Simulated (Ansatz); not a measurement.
# LiF: a sweep of LAPW's plane-wave cutoff

An exercise on one series of results from a longer session: the logs are not shown, and one member is left open.

Program: Ansatz 0.2.0. Level of theory: DFT, PBE, all-electron LAPW, scalar-relativistic. These are calculated values, not measurements.

**Starting point**

The structure is cubic, space group Fm-3m (No. 225). The conventional cell has a = 4.028 Å, b = 4.028 Å, c = 4.028 Å, α = 90.00°, β = 90.00°, γ = 90.00°. Around Li (site symmetry m-3m) lie 6 F at 2.01 Å. F (site symmetry m-3m) has 6 Li at 2.01 Å in its first shell of neighbours.

Structure file:

```cif
data_structure
_symmetry_space_group_name_H-M 'Fm-3m'
_symmetry_Int_Tables_number 225
_cell_length_a 4.0280
_cell_length_b 4.0280
_cell_length_c 4.0280
_cell_angle_alpha 90.000
_cell_angle_beta 90.000
_cell_angle_gamma 90.000
_cell_volume 65.35
loop_
_atom_site_label
_atom_site_type_symbol
_atom_site_symmetry_multiplicity
_atom_site_Wyckoff_symbol
_atom_site_fract_x
_atom_site_fract_y
_atom_site_fract_z
_atom_site_occupancy
Li1 Li 4 a 0.00000 0.00000 0.00000 1
F1 F 4 b 0.50000 0.00000 0.00000 1
```

The file gives the conventional cell by its symmetry; the runs use the cell typed in the input.

The cell comes from a crystallographic database entry that wasn't checked; take it as a given geometry, which may be far from equilibrium.

Atoms are numbered in the order of the input: Li1, F2.

Set-up of the first run:

File input.yaml:

```yaml
crystal:
  lattice:
    - [0.0, 2.014, 2.014]
    - [2.014, 0.0, 2.014]
    - [2.014, 2.014, 0.0]
  atoms:
    - { symbol: Li, position: [0.0, 0.0, 0.0] }
    - { symbol: F, position: [0.5, 0.5, 0.5] }
kpoints:
  mp_grid: { grid: [10, 10, 10] }
scf:
  occupations: { method: fermi_dirac, width: 0.03 }
hamiltonian:
  xc: pbe
  pseudopotentials: { kind: all_electron, lapw: { basis_error: 0.001 } }
output:
  forces: true
  stress: true
  eigenvalues: true
basis:
  ecutwfc: 150
```

Command:

```sh
> ansatz run input.yaml --threads 1 --pin off --max-ram 2048MiB --backend cpu --events-out ev --progress --plain --runs-dir out
```

Steps of the session up to this table: With plane-wave cutoff typed as 150 eV; With plane-wave cutoff typed as 220 eV; With plane-wave cutoff typed as 320 eV; With plane-wave cutoff typed as 400 eV.

One of the session's tables, all rows but one given; the rest of the session is left out.

It belongs to the step «The sweep in one table». 

```
cutoff (eV)  pressure (GPa)
        150            2.27
        220               ?
        320            2.02
        400            2.01
```

Q: Estimate the row for cutoff (eV) = 220 from the others.

Worked estimate for «pressure (GPa)». A straight line through the neighbours (150, 2.27) and (320, 2.02) gives 2.27 + (2.02 − 2.27) × (220 − 150) / (320 − 150) = 2.17; a parabola fitted to 3 rows on both sides gives 2.13.

The run gave: pressure (GPa): 2.03. In «pressure (GPa)» the line misses by +0.14 and the parabola by +0.10. Between these rows the values bend or scatter more than so simple an estimate can follow.

Energies are those extrapolated to zero smearing.
